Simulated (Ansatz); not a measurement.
BeTe in the h-MgO-type structure (no longer in that coordination), relaxed with r2SCAN: 4 runs in the plane-wave code Ansatz, each a calculation of independent-particle optics. The symmetry is P6_3/mmc (No. 194, hexagonal); a = 4.031 Å, c = 8.144 Å in the conventional setting, 28.65 Å³ an atom. Around Be lie 3 Te at 2.33 Å; around Te lie 3 Be at 2.33 Å. The cell comes from a prototype generator: it can be a known phase or a hypothetical one. Spin polarisation is off.

```yaml
crystal:
  lattice:
    - [4.03085, 0.00000, 0.00000]
    - [-2.01543, 3.49082, 0.00000]
    - [0.00000, 0.00000, 8.14405]
  atoms:
    - { symbol: Be, position: [0.33333, 0.66667, 0.25000] }
    - { symbol: Be, position: [0.66667, 0.33333, 0.75000] }
    - { symbol: Te, position: [0.66667, 0.33333, 0.25000] }
    - { symbol: Te, position: [0.33333, 0.66667, 0.75000] }
```

On meshes this coarse, single peaks can be features of the mesh. No local fields, no excitons; the zone sum runs over the cells of the mesh, and ε∞ includes the bands left out of the spectrum. Up to four peaks are listed, those above 15 % of the tallest and inside the complete range; the four can differ from row to row. Rows marked drawn have settings drawn at random (some not listed).

| functional | k mesh | broadening (eV) | scissors (eV) | range (eV) | settings | direct gap on the mesh before scissors (eV) | ε∞ xx | ε∞ yy | ε∞ zz | complete up to (eV) | tallest peaks of mean ε₂ (eV) |
| --- | --- | --- | --- | --- | --- | --- | --- | --- | --- | --- | --- |
| PBE | 6×6×2 | 0.1 | 0.00 | 0–15 | chosen | 2.88 | 7.14 | 7.14 | 5.16 | 15.0 | 3.00 3.30 5.35 7.05 |
| r2SCAN | 6×6×2 | 0.1 | 0.00 | 0–15 | chosen | 3.34 | 6.26 | 6.26 | 4.56 | 15.0 | 3.50 5.80 7.70 8.80 |
| PBE | 6×6×2 | 0.1 | 0.81 (to HSE06) | 0–15 | chosen | 2.88 | 6.27 | 6.27 | 4.58 | 15.0 | 3.80 4.10 6.15 7.85 |
| PBEsol | 6×6×2 | 0.25 | 0.30 | 0–30 | drawn | 2.85 | 6.95 | 6.95 | 5.13 | 30.0 | 3.55 5.65 |

The fundamental gap is indirect (2.73 eV with PBE on 6×6×2); the table holds the direct one.

Spin-orbit coupling is left out, which matters wherever the heavy atoms make up the band edges.
